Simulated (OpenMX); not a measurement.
As:

```
As
1.0
     1.88080    1.08588    3.51406
    -1.88080    1.08588    3.51406
     0.00000   -2.17176    3.51406
As
2
Direct
  0.22600 0.22600 0.22600
  0.77400 0.77400 0.77400
```

Base run:

```yaml
Program: OpenMX 3.8.5
Functional: PBE
Potentials_or_basis: OpenMX 2013 PBE set, As7.0-s3p2d2, grid cutoff 500 Ry
k_mesh: 9 × 9 × 9
Occupations: fermi-dirac, width 0.05 eV
Spin: no spin polarisation
```

Its results: pressure 6.5 GPa; largest force 1.235 eV/Å.

Question: The run is repeated on the same cell with these changes: potentials or basis from OpenMX 2013 PBE set, As7.0-s3p2d2, grid cutoff 500 Ry to OpenMX 2013 PBE set, As7.0-s3p2d1, grid cutoff 500 Ry. What comes out?

Answer: Pressure 10.9 GPa; largest force 1.659 eV/Å.

Caveats: the basis of atomic orbitals isn't converged, which shifts pressures, moduli and gaps; forces of over 1 eV/Å show positions far from the minimum, so gaps and moduli don't describe the material at rest.

Not every run made on this cell is shown here.
